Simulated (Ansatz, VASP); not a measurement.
## One calculation of Al, two programs

File INCAR:

```
ALGO = Normal
EDIFF = 1E-7
ENCUT = 520
GGA = PS
ISIF = 2
ISMEAR = -1
LASPH = True
LCHARG = False
LREAL = False
LWAVE = False
NBANDS = 8
NELM = 80
PREC = Accurate
SIGMA = 0.05
```

The input KPOINTS:

```
k-points
0
Gamma
  14 14 14
```

Contents of POSCAR:

```
Al
1.0
    0.0000000000      2.0846994000      2.0239800000
    2.0846994000      0.0000000000      2.0239800000
    2.0846994000      2.0846994000      0.0000000000
Al
1
Direct
    0.0000000000      0.0000000000      0.0000000000
```

Input for Ansatz:

```yaml
crystal:
  lattice:
    - [0.0, 2.0846994, 2.02398]
    - [2.0846994, 0.0, 2.02398]
    - [2.0846994, 2.0846994, 0.0]
  atoms:
    - { symbol: Al, position: [0.0, 0.0, 0.0] }
kpoints:
  mp_grid: { grid: [14, 14, 14] }
  band_path:
    path:
      - [0.0, 0.0, 0.0]
      - [0.0, 0.5, 0.5]
      - [0.25, 0.75, 0.5]
      - [0.0, 0.5, 0.0]
      - [0.0, 0.0, 0.0]
      - [0.5, 0.5, 0.0]
      - [0.3826125, 0.6173875, 0.0]
      - [-0.3826125, 0.3826125, 0.0]
      - [0.0, 0.0, 0.0]
    npoints: 5
scf:
  occupations: { method: fermi_dirac, width: 0.05 }
hamiltonian:
  xc: pbesol
  pseudopotentials: { kind: all_electron, lapw: { basis_error: 0.001 } }
output:
  forces: true
  stress: true
  eigenvalues: true
```

Change from the starting cell: equal xx and yy strain of +3 %.

Alike in both runs: task single point; functional PBEsol; k mesh 14 × 14 × 14; occupations fermi-dirac, width 0.05 eV; no spin polarisation.

|  | VASP | Ansatz |
| --- | --- | --- |
| version | VASP 6.6.1 | Ansatz 0.2.0 |
| potentials or method | VASP PAW PBE potentials, release 64 (Al) | all-electron LAPW, scalar-relativistic |
| plane-wave cutoff (eV) | 520 | see its input |

|  | VASP | Ansatz | Ansatz less VASP |
| --- | --- | --- | --- |
| pressure (GPa) | -5.6 | -5.6 | -0.02 |
| largest component of the traceless stress (GPa) | 0.21 | 0.20 | -0.009 |

Ansatz ran all-electron here, so the differences hold the error of VASP's frozen core and of both bases.

Caveats: the PAW data sets were made with another functional, which shifts forces and pressure a little (VASP).
